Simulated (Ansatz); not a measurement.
# Pb2Se: the cost of one run

Program: Ansatz 0.2.0. Level of theory: DFT PBE, scalar-relativistic, plane waves, PAW. These are calculated values, not measurements.

1 further run of the same task is left out (set aside as unsound or not needed).

**1. The starting structure**

The structure is cubic, space group F-43m (No. 216). Conventional cell: a = 5.803 Å, b = 5.803 Å, c = 5.803 Å, α = 90.00°, β = 90.00°, γ = 90.00°. Cu (site symmetry -43m) has 4 Cu at 2.51 Å and 4 Se at 2.51 Å as nearest neighbours. Cu (site symmetry -43m) has 4 Cu at 2.51 Å as nearest neighbours. Se (site symmetry -43m) is surrounded by 4 Cu at 2.51 Å.

As a file:

```cif
data_structure
_symmetry_space_group_name_H-M 'F-43m'
_symmetry_Int_Tables_number 216
_cell_length_a 5.8030
_cell_length_b 5.8030
_cell_length_c 5.8030
_cell_angle_alpha 90.000
_cell_angle_beta 90.000
_cell_angle_gamma 90.000
_cell_volume 195.41
loop_
_atom_site_label
_atom_site_type_symbol
_atom_site_symmetry_multiplicity
_atom_site_Wyckoff_symbol
_atom_site_fract_x
_atom_site_fract_y
_atom_site_fract_z
_atom_site_occupancy
Cu1 Cu 4 c 0.25000 0.25000 0.25000 1
Cu2 Cu 4 b 0.50000 0.00000 0.00000 1
Se1 Se 4 a 0.00000 0.00000 0.00000 1
```

It is the result of an earlier relaxation at this level (volume 16.28 Å³/atom; gap on the mesh: none (metal)).

**2. Cu → Pb: the starting cell**

Pb2Se starts from the relaxed positions of Cu2Se, with all lengths scaled by 1.049, a guess from tabulated radii.

**3. Probe: one point at the start (Pb2Se)**

File input.yaml:

```yaml
crystal:
  lattice:
    - [0.0, 3.0422470672, 3.0422470672]
    - [3.0422470672, 0.0, 3.0422470672]
    - [3.0422470672, 3.0422470672, 0.0]
  atoms:
    - { symbol: Pb, position: [0.75, 0.75, 0.75] }
    - { symbol: Pb, position: [0.5, 0.5, 0.5] }
    - { symbol: Se, position: [0.0, 0.0, 0.0] }
basis:
  ecutwfc: 420
kpoints:
  mp_grid: { grid: [6, 6, 6] }
hamiltonian:
  xc: pbe
scf:
  occupations: { method: gaussian, width: 0.1 }
output:
  forces: true
  stress: true
  eigenvalues: true
```

What time and memory should one allow on 1 thread of an x86-64 CPU, shared host?

About 1.5 s, with a peak of 0.39 GiB.
